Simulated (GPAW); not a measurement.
# ZnO (zincite): single point with PBE

**What was measured.**

“Electronic structure of alkaline earth and post-transition metal oxides”, 2009, arxiv:0908.1581 quotes, for a bulk crystal of ZnO: band gap 3.37 eV.

The system is ZnO (zincite).

```
CELL_PARAMETERS angstrom
3.24931 0.00000 0.00000
-1.62465 2.81398 0.00000
0.00000 0.00000 5.20571
ATOMIC_POSITIONS crystal
Zn 0.66667 0.33333 0.00000
Zn 0.33333 0.66667 0.50000
O 0.33333 0.66667 0.87901
O 0.66667 0.33333 0.37901
```

| Item | Value |
| --- | --- |
| Program | GPAW 26.7.0 |
| Task | single point |
| Functional | PBE |
| Potentials or basis | GPAW PAW data sets (gpaw-data 1.2.1) |
| Cutoff | 600 eV |
| Basis | pw |
| k mesh | 8 × 8 × 4 |
| Occupations | fermi-dirac, width 0.01 eV |
| Spin | no spin polarisation |

| Item | Value |
| --- | --- |
| Pressure | 1.3 GPa |
| Largest force | 0.075 eV/Å |
| Band gap on the k mesh | 0.79 eV, direct |

Forces on the atoms (eV/Å):
```
Zn   0.000  0.000 -0.071
Zn   0.000  0.000 -0.071
O    0.000  0.000  0.075
O    0.000  0.000  0.075
```

Stress tensor (GPa, compression positive):
```
0.70 0.00 0.00
0.00 0.70 0.00
0.00 0.00 2.41
```

Levels at points of the mesh, in eV from the valence-band top:
| k point | band 15 | band 16 | band 17 | band 18 | band 19 | band 20 | band 21 | band 22 |
| --- | --- | --- | --- | --- | --- | --- | --- | --- |
| (0.00, 0.00, 0.00) | -0.81 | -0.07 | 0.00 | 0.00 | 0.79 | 5.22 | 8.26 | 12.85 |
| (0.00, 0.00, 0.50) | -0.40 | -0.40 | -0.40 | -0.40 | 3.46 | 3.46 | 10.12 | 10.12 |
| (0.50, 0.50, 0.00) | -2.81 | -2.28 | -1.27 | -0.82 | 5.77 | 6.87 | 7.62 | 8.48 |
| (0.50, 0.50, 0.50) | -1.50 | -1.50 | -1.35 | -1.35 | 5.72 | 5.72 | 8.43 | 8.43 |

Wall time 39 s on 1 thread of Arm Neoverse V1 (shared host), peak memory 0.18 GiB.

A measured gap of ZnO is 3.37 eV (quoted in “Electronic structure of alkaline earth and post-transition metal oxides”, 2009, arxiv:0908.1581); the calculated 0.79 eV misses it by -2.58 eV. So large a miss can be the level of theory's own, or it may mean another phase, state or a wrong row. The value is that of PBE, without temperature or zero-point motion. Semilocal functionals fall short of measured gaps as a rule.

Caveat: the cutoff is short for stress and forces, so pressures can be off by a GPa or more.
